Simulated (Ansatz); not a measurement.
# A series in volume scale on Co

Results calculated with Ansatz 0.2.0, not measured. Periodic Kohn-Sham DFT of a crystal at fixed atoms, scaled to volume_scale times the given cell; pressure positive in compression, energy less spherical unpolarised free atoms, largest_vzz the field gradient of largest size among the nuclei.

The cell before it is scaled or strained (space group P6_3/mmc, No. 194):
```
CELL_PARAMETERS angstrom
2.51900 0.00000 0.00000
-1.25950 2.18150 0.00000
0.00000 0.00000 4.09100
ATOMIC_POSITIONS crystal
Co 0.33333 0.66667 0.25000
Co 0.66667 0.33333 0.75000
```

Settings of every row: method all-electron LAPW; functional PBE; relativity scalar; k mesh 19x19x10; filling fermi-dirac; smearing width 0.05 eV; basis error target 0.5 meV/atom; nucleus gaussian.

Atom:
| element | start moment (bohr magneton) |
| --- | --- |
| Co | 2 |
| Co | 2 |

| row | volume scale | V (Å³/atom) | cell moment (bohr magneton) | pressure (GPa) | energy less free atoms (eV/atom) |
| --- | --- | --- | --- | --- | --- |
| 1 | 0.94 | 10.566 | 3.182 | 6.117 | -8.2894 |
| 2 | 0.9405 | 10.572 | 3.183 | 5.991 | -8.2896 |
| 3 | 0.96 | 10.791 | 3.223 | 1.34 | -8.2946 |
| 4 | 0.97 | 10.903 | 3.242 | -0.857 | -8.2948 |
| 5 | 0.98 | 11.016 | ? | ? | ? |
| 6 | 1 | 11.241 | 3.293 | -6.741 | -8.2866 |
| 7 | 1.01 | 11.353 | 3.309 | -8.48 | -8.2812 |
| 8 | 1.02 | 11.465 | 3.325 | -10.118 | -8.2747 |
| 9 | 1.03 | 11.578 | 3.34 | -11.664 | -8.2671 |
| 10 | 1.04 | 11.69 | 3.355 | -13.126 | -8.2584 |
| 11 | 1.06 | 11.915 | 3.379 | -15.82 | -8.238 |

Question: what cell moment and pressure should row 5 give?

Worked fit of cell moment. Take t = volume scale − 1. The shown rows have t = -0.06, -0.0595, -0.04, -0.03, 0, 0.01, 0.02, 0.03, 0.04, 0.06. Least squares give cell moment = 3.2938 + 1.643 × t − 3.58 × t² bohr magneton; a straight line predicts inner rows, each left out in turn, worse (root mean square 0.0045 against 0.00092 bohr magneton). The rows lie off it by 0.000, 0.000, 0.001, 0.001, -0.001, -0.001, 0.000, 0.000, 0.001, 0.000. The withheld row has t = -0.02, so the fit gives 3.2938 + 1.643 × (-0.02) − 3.58 × (-0.02)² = 3.260 bohr magneton.

The calculation gave 3.259 bohr magneton. The fit lies 0.001 bohr magneton (0.51 % of the column's range) above it, one unit of the last digit.

Worked fit of pressure. Take u = (V_r/V)^(2/3) − 1 with V_r = 11.297 Å³ an atom, which is twice the finite (Eulerian) strain; such expansions in the strain, on which the Birch-Murnaghan equation of state is built, carry the rest volume and the bulk modulus. The shown rows have u = 0.04561, 0.04521, 0.03102, 0.02395, 0.00332, -0.00329, -0.00979, -0.01625, -0.02254, -0.03488. Least squares give pressure = −7.6197 + 262.508 × u + 815.85 × u² + 772 × u³ GPa; a parabola predicts inner rows, each left out in turn, worse (root mean square 0.015 against 0.0088 GPa). The rows lie off it by -0.007, 0.004, 0.009, -0.003, -0.002, -0.005, -0.006, 0.009, 0.005, -0.004 (root mean square 0.0058 GPa). The pressure vanishes at u = 0.0267, or V = 10.86 Å³ an atom, and there the bulk modulus at fixed shape and fractions is B = −V dP/dV = (2/3)(1 + u) dP/du = 211 GPa. Letting shape and atoms relax would as a rule lower it, by much in layered, chain or molecular crystals. The withheld row has u = 0.01693, so the fit gives −7.6197 + 262.508 × (0.01693) + 815.85 × (0.01693)² + 772 × (0.01693)³ = -2.938 GPa.

The calculation gave -2.934 GPa. The fit lies 0.004 GPa (0.018 % of the column's range) below it; its largest miss of a shown row is 0.009 GPa.

The other values of row 5: energy less free atoms -8.2934 eV/atom.
